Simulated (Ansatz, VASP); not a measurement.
# Two plane-wave programs on Cu

The input POSCAR:

```
Cu
1.0
    4.2199435286      0.0000000000      0.0000000000
   -2.1099717643      3.6545782983      0.0000000000
    0.0000000000      0.0000000000      2.5870088588
Cu
3
Direct
    0.0000000000      0.0000000000      0.0000000000
    0.3333333333      0.6666666667      0.5000000000
    0.6666666667      0.3333333333      0.5000000000
```

INCAR.step1

```
PREC = Accurate
ENCUT = 520
ISMEAR = 0
SIGMA = 0.1
LREAL = F
LASPH = T
NELM = 100
NBANDS = 24
GGA = PE
ALGO = Normal
EDIFF = 1E-4
LWAVE = T
LCHARG = F
```

INCAR.step2

```
PREC = Accurate
ENCUT = 520
EDIFF = 1E-7
ISMEAR = 0
SIGMA = 0.1
LREAL = F
LASPH = T
NELM = 100
ALGO = Normal
ISIF = 2
LWAVE = F
LCHARG = T
METAGGA = R2SCAN
LMIXTAU = T
LELF = T
LVHAR = T
NBANDS = 24
ISTART = 1
```

The input KPOINTS:

```
Automatic mesh
0
Gamma
  6 6 8
```

Input for Ansatz:

```yaml
crystal:
  lattice:
    - [4.2199435286, 0.0, 0.0]
    - [-2.1099717643, 3.6545782983, 0.0]
    - [0.0, 0.0, 2.5870088588]
  atoms:
    - { symbol: Cu, position: [0.0, 0.0, 0.0] }
    - { symbol: Cu, position: [0.3333333333, 0.6666666667, 0.5] }
    - { symbol: Cu, position: [0.6666666667, 0.3333333333, 0.5] }
basis:
  ecutwfc: 500
kpoints:
  mp_grid: { grid: [6, 6, 8] }
hamiltonian:
  xc: r2scan
scf:
  occupations: { method: gaussian, width: 0.1 }
  lower_state_search: "off"
output:
  forces: true
  stress: true
  eigenvalues: true
```

Alike in both runs: task single point; functional r2SCAN; k mesh 6 × 6 × 8; occupations gaussian, width 0.1 eV; no spin polarisation.

|  | VASP | Ansatz |
| --- | --- | --- |
| version | VASP 6.6.1 | Ansatz 0.2.0 |
| potentials or method | VASP PAW PBE potentials, release 64 (Cu) | scalar-relativistic, plane waves, PAW |
| plane-wave cutoff (eV) | 520 | 500 |
| valence electrons in the cell | 33 | 57 |

```tsv
	VASP	Ansatz	Ansatz less VASP
gap on the k mesh at the Fermi level (eV)	none	none	-
pressure (GPa)	-14.3	-14.8	-0.52
largest component of the traceless stress (GPa)	2.12	2.12	+0.005
```

A gap of «none» marks a metal or a gap that the smearing closes. The functional is the same, so the differences come from potentials, cutoffs and numerics. The two sets of potentials don't hold the same shells in valence.

Caveats: the PAW data sets were made with another functional, which shifts forces and pressure a little (VASP).
